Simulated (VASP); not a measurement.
# Mg (P6_3/mmc) in VASP: further runs

Runs on Mg. Level: PBEsol. Tasks: single point.

Everything below comes from runs of VASP 6.6.1. Logs are shortened: lines on timing, memory, paths and dates and some standing lists are left out, and cuts for length are marked.

**1. The crystal as given**

The structure is hexagonal, space group P6_3/mmc (No. 194). Conventional cell: a = 3.183 Å, b = 3.183 Å, c = 5.108 Å, α = 90.00°, β = 90.00°, γ = 120.00°. Around Mg (site symmetry -6m2) lie 12 Mg at 3.15 to 3.18 Å.

**2. Single point, PBEsol**

Input file INCAR:

```
ALGO     = Normal         # electronic algorithm
EDIFF    = 1E-6           # SCF threshold, eV
ENCUT    = 520            # plane-wave cutoff, eV
GGA      = PS             # functional
ISIF     = 2              # what is computed and relaxed
ISMEAR   = 0              # smearing method
LASPH    = T              # aspherical terms in the spheres
LCHARG   = T              # write CHGCAR
LELF     = T              # ELF
LREAL    = F              # projectors in reciprocal space
LVHAR    = T            
LWAVE    = F              # write WAVECAR
NBANDS   = 9              # bands
NELM     = 100            # most SCF steps
PREC     = Accurate       # precision mode
SIGMA    = 0.1            # smearing width, eV
```

Input file KPOINTS:

```
k-points
0
Gamma
  12 12 7
```

Input file POSCAR:

```
Mg
1.0
    3.1834311934      0.0000000000      0.0000000000
   -1.5917155967      2.7569322847      0.0000000000
    0.0000000000      0.0000000000      5.1080093744
Mg
2
Direct
    0.3333333333      0.6666666667      0.2500000000
    0.6666666667      0.3333333333      0.7500000000
```

Potentials or basis: VASP PAW PBE potentials, release 64 (Mg).

Command:

```console
> cat potpaw_PBE.64/Mg/POTCAR > POTCAR
> mpirun -np 1 vasp_std > vasp.out
```

OUTCAR:

```text
EDIFF = 1E-6
   ENCUT = 520
   GGA = PS
   ISIF = 2
   ISMEAR = 0
   LASPH = T
   LREAL = F
   NELM = 100
   PREC = Accurate

 ion  position               nearest neighbor table
   1  0.333  0.667  0.250-   2 3.15   2 3.15   2 3.15   2 3.15   2 3.15   2 3.15
   2  0.667  0.333  0.750-   1 3.15   1 3.15   1 3.15   1 3.15   1 3.15   1 3.15

  LATTYP: Found a hexagonal cell.
 ALAT       =     3.1834311934
 C/A-ratio  =     1.6045609483

  Lattice vectors:

 A1 = (   3.1834311934,   0.0000000000,   0.0000000000)
 A2 = (  -1.5917155967,   2.7569322847,   0.0000000000)
 A3 = (   0.0000000000,   0.0000000000,   5.1080093744)

Analysis of symmetry for initial positions (statically):
=====================================================================
 Subroutine PRICEL returns:
 Original cell was already a primitive cell.

 Routine SETGRP: Setting up the symmetry group for a
 hexagonal supercell.

 Subroutine GETGRP returns: Found 24 space group operations
 (whereof 12 operations were pure point group operations)
 out of a pool of 24 trial point group operations.

The static configuration has the point symmetry D_3d.
 The point group associated with its full space group is D_6h.

Analysis of symmetry for dynamics (positions and initial velocities):
=====================================================================
 Subroutine PRICEL returns:
 Original cell was already a primitive cell.

 Routine SETGRP: Setting up the symmetry group for a
 hexagonal supercell.

 Subroutine GETGRP returns: Found 24 space group operations
 (whereof 12 operations were pure point group operations)
 out of a pool of 24 trial point group operations.

The dynamic configuration has the point symmetry D_3d.
 The point group associated with its full space group is D_6h.

 Subroutine INISYM returns: Found 24 space group operations
 (whereof 12 operations are pure point group operations),
 and found     1 'primitive' translations

----------------------------------------------------------------------------------------

                                     Primitive cell

  volume of cell :      44.8305

  direct lattice vectors                    reciprocal lattice vectors
     3.183431193  0.000000000  0.000000000     0.314126469  0.181361001  0.000000000
    -1.591715597  2.756932285  0.000000000     0.000000000  0.362722003  0.000000000
     0.000000000  0.000000000  5.108009374     0.000000000  0.000000000  0.195770980

  length of vectors
     3.183431193  3.183431193  5.108009374     0.362722003  0.362722003  0.195770980

  position of ions in fractional coordinates (direct lattice)
     0.333333333  0.666666667  0.250000000
     0.666666667  0.333333333  0.750000000

  ion indices of the primitive-cell ions
   primitive index   ion index
                 1           1
                 2           2

----------------------------------------------------------------------------------------

 KPOINTS: k-points

Automatic generation of k-mesh.
 Grid dimensions read from file:
 generate k-points for:   12   12    7

 Generating k-lattice:

  Cartesian coordinates                     Fractional coordinates (reciprocal lattice)
     0.026177206  0.015113417  0.000000000     0.083333333  0.000000000  0.000000000
     0.000000000  0.030226834  0.000000000     0.000000000  0.083333333  0.000000000
     0.000000000  0.000000000  0.027967283     0.000000000  0.000000000  0.142857143

  Length of vectors
     0.030226834  0.030226834  0.027967283

  Shift w.r.t. Gamma in fractional coordinates (k-lattice)
     0.000000000  0.000000000  0.000000000

 Subroutine IBZKPT returns following result:
 ===========================================

 Found     76 irreducible k-points:

 Following reciprocal coordinates:
            Coordinates               Weight
  0.000000  0.000000  0.000000      1.000000
  0.083333  0.000000  0.000000      6.000000
  0.166667  0.000000  0.000000      6.000000
  0.250000  0.000000  0.000000      6.000000
  0.333333  0.000000  0.000000      6.000000
  0.416667  0.000000  0.000000      6.000000
[... 16 lines left out ...]
  0.250000  0.000000  0.142857     12.000000
  0.333333  0.000000  0.142857     12.000000
 [... further k-points ...]
   k-points           NKPTS =     76   k-points in BZ     NKDIM =     76   number of bands    NBANDS=      9
   number of dos      NEDOS =    301   number of ions     NIONS =      2
   total plane-waves  NPLWV =  23040
   dimension x,y,z NGX =    24 NGY =   24 NGZ =   40
   dimension x,y,z NGXF=    48 NGYF=   48 NGZF=   80
   ions per type =               2
   NGX,Y,Z   is equivalent  to a cutoff of  12.53, 12.53, 13.02 a.u.
   NGXF,Y,Z  is equivalent  to a cutoff of  25.07, 25.07, 26.04 a.u.
 SYSTEM =  unknown system
   PREC   = accura    normal or accurate (medium, high low for compatibility)
   ISTART =      0    job   : 0-new  1-cont  2-samecut
   ICHARG =      2    charge: 1-file 2-atom 10-const
   ISPIN  =      1    spin polarized calculation?
   LNONCOLLINEAR =      F non collinear calculations
   LSORBIT =      F    spin-orbit coupling
   LASPH  =      T    aspherical Exc in radial PAW
   ENCUT  =  520.0 eV  38.22 Ry    6.18 a.u.   5.92  5.92  9.50*2*pi/ulx,y,z
   NELM   =    100;   NELMIN=  2; NELMDL= -5     # of ELM steps
   EDIFF  = 0.1E-05   stopping-criterion for ELM
   LREAL  =      F    real-space projection
   EDIFFG = 0.1E-04   stopping-criterion for IOM
   NSW    =      0    number of steps for IOM
   IBRION =     -1    ionic relax: 0-MD 1-quasi-New 2-CG
   NFREE  =      0    steps in history (QN), initial steepest desc. (CG)
   ISIF   =      2    stress and relaxation
   ISYM   =      2    0-nonsym 1-usesym 2-fastsym
   POTIM  = 0.5000    time-step for ionic-motion
   TEBEG  =    0.0;   TEEND  =   0.0 temperature during run
   PSTRESS=    0.0 pullay stress
   NELECT =       4.0000    total number of electrons
   NUPDOWN=      -1.0000    fix difference up-down
   EMIN   =  10.00;   EMAX   =-10.00  energy-range for DOS
   EFERMI =   0.00;   METHOD = LEGACY
   ISMEAR =     0;   SIGMA  =   0.10  broadening in eV -4-tet -1-fermi 0-gaus
   EFERMI_NEDOS =   21; number of points for ismear=-14 and -15
   IALGO  =     38    algorithm
   IMIX   =      4    mixing-type and parameters
     AMIX     =   0.40;   BMIX     =  1.00
     AMIX_MAG =   1.60;   BMIX_MAG =  1.00
  volume/ion in A,a.u.               =      22.42       151.27
  Fermi-wavevector in a.u.,A,eV,Ry     =   0.731538  1.382407  7.281135  0.535148
  Thomas-Fermi vector in A             =   1.823780
   LORBIT       =      0    0 simple, 1 ext, 2 COOP (PROOUT), +10 PAW based schemes
   GGA     = PS    functional components
   LHFCALC =     F    Hartree Fock is set to
   AEXX    =    0.0000 exact exchange contribution
   IVDW    =     0    specifies the selected vdW correction
   LEPSILON=     F    determine dielectric tensor
   LRPA    =     F    only Hartree local field effects (RPA)
 non-spin polarized calculation
 Gauss-broadening in eV      SIGMA  =   0.10
  energy-cutoff  :      520.00
  volume of cell :       44.83
 maximum number of plane-waves:      1222
 NGX is ok and might be reduce to    24
   NGX = 11   NGY = 11   NGZ = 19

 number of electron       4.0000000 magnetization

 Free energy of the ion-electron system (eV)
  ---------------------------------------------------
  ext. energy  EPLUGINS =         0.00000000
  ---------------------------------------------------
  free energy    TOTEN  =        -3.45098973 eV

  energy without entropy =       -3.44734906  energy(sigma->0) =       -3.44916939

 E-fermi :   2.6440     XC(G=0):  -8.6087

 val. band max:        2.5953834267   @ k =   0.4167   0.0833   0.4286
 cond. band min:       2.6870296685   @ k =   0.2500   0.0833   0.0000
 fundamental gap:      0.0916462418
 Fermi energy:         2.6439569415

 k-point     1 :       0.0000    0.0000    0.0000
  band No.  band energies     occupation
      1      -4.3156      2.00000
      2       1.0543      2.00000
      3       1.5908      2.00000
      4      13.6559      0.00000
      5      13.6559      0.00000
      6      13.7938      0.00000
      7      13.7938      0.00000
      8      14.7268      0.00000
      9      16.2482      0.00000

 k-point     2 :       0.0833    0.0000    0.0000
  band No.  band energies     occupation
      1      -4.1778      2.00000
      2       1.1797      2.00000
      3       1.7242      2.00000
      4      11.3863      0.00000
      5      12.4617      0.00000
      6      13.2974      0.00000
      7      15.1761      0.00000
      8      15.6958      0.00000
      9      16.1443      0.00000

 k-point     3 :       0.1667    0.0000    0.0000
  band No.  band energies     occupation
      1      -3.7656      2.00000
      2       1.5561      2.00000
      3       2.1184      2.00000
      4       8.8501      0.00000
      5      11.4274      0.00000
      6      12.0683      0.00000
      7      13.6578      0.00000
      8      14.7405      0.00000
      9      16.0658      0.00000

 k-point     4 :       0.2500    0.0000    0.0000
  band No.  band energies     occupation
      1      -3.0827      2.00000
      2       2.1841      2.00000
      3       2.7462      0.14825
      4       6.5091      0.00000
      5      10.6238      0.00000
      6      10.7720      0.00000
      7      11.2932      0.00000
      8      13.1284      0.00000
      9      15.1703      0.00000
[... 205 lines left out ...]
 k-point    22 :       0.1667    0.0000    0.1429
  band No.  band energies     occupation
      1      -3.6483      2.00000
      2       0.3570      2.00000
      3       3.5156      0.00000
      4       8.9525      0.00000
      5      11.5251      0.00000
      6      11.9006      0.00000
      7      13.0138      0.00000
      8      14.8530      0.00000
      9      14.9388      0.00000

 k-point    23 :       0.2500    0.0000    0.1429
  band No.  band energies     occupation
      1      -2.9663      2.00000
      2       1.0044      2.00000
      3       4.1039      0.00000
      4       6.6336      0.00000
      5      10.0102      0.00000
      6      10.7220      0.00000
      7      11.6245      0.00000
      8      13.7298      0.00000
      9      14.1665      0.00000

 k-point    24 :       0.3333    0.0000    0.1429
  band No.  band energies     occupation
      1      -2.0199      2.00000
      2       1.8869      2.00000
      3       4.1424      0.00000
      4       5.3330      0.00000
      5       8.0219      0.00000
      6      10.1492      0.00000
      7      10.3812      0.00000
      8      12.3090      0.00000
      9      13.5815      0.00000

 [... further k-points ...]

------------------------ aborting loop because EDIFF is reached ----------------------------------------

  FORCE on cell =-STRESS in cart. coord.  units (eV):
  Direction    XX          YY          ZZ          XY          YZ          ZX
  --------------------------------------------------------------------------------------
  -------------------------------------------------------------------------------------
  Total        0.0466763      0.0466763     -0.0257084      0.0000000      0.0000000      0.0000000
  in kB        1.6681456      1.6681456     -0.9187818      0.0000000      0.0000000      0.0000000
  external PRESSURE =       0.8058364 kB  Pullay stress =       0.0000000 kB

 VOLUME and BASIS-vectors are now :
 -----------------------------------------------------------------------------
  energy-cutoff  :      520.00
  volume of cell :       44.83
      direct lattice vectors                 reciprocal lattice vectors
     3.183431193  0.000000000  0.000000000     0.314126469  0.181361001  0.000000000
    -1.591715597  2.756932285  0.000000000     0.000000000  0.362722003  0.000000000
     0.000000000  0.000000000  5.108009374     0.000000000  0.000000000  0.195770980

 POSITION                                       TOTAL-FORCE (eV/Angst)
 -----------------------------------------------------------------------------------
     -0.00000      1.83795      1.27700        -0.000000     -0.000000      0.000000
      1.59172      0.91898      3.83101         0.000000      0.000000      0.000000
 -----------------------------------------------------------------------------------
    total drift:                               -0.000000      0.000000     -0.000000

  FREE ENERGIE OF THE ION-ELECTRON SYSTEM (eV)
  ---------------------------------------------------
  free  energy   TOTEN  =        -3.4509897292 eV

  energy  without entropy=       -3.4473490587  energy(sigma->0) =       -3.44916939
```

It took 16 s on 1 thread of Intel Xeon Platinum 8488C (Sapphire Rapids), shared host; peak memory 0.17 GiB.

Results:

- Free energy: -3.4510 eV
- Pressure: 0.1 GPa
- Band gap on the k mesh: none (metal or under the smearing width)

Stress tensor (GPa, compression positive):
```
 0.17  0.00  0.00
 0.00  0.17  0.00
 0.00  0.00 -0.09
```

Levels at points of the mesh, in eV from the Fermi level:
```
           k point  band 1  band 2  band 3  band 4  band 5  band 6
(0.00, 0.00, 0.00)   -6.96   -1.59   -1.05   11.01   11.01   11.15
(0.50, 0.00, 0.00)   -2.14   -2.12    2.78    3.12    3.50    3.88
```

Caveat: the PAW data sets were made with another functional, which shifts forces and pressure a little.

(Part 1 of 2 ends here.)
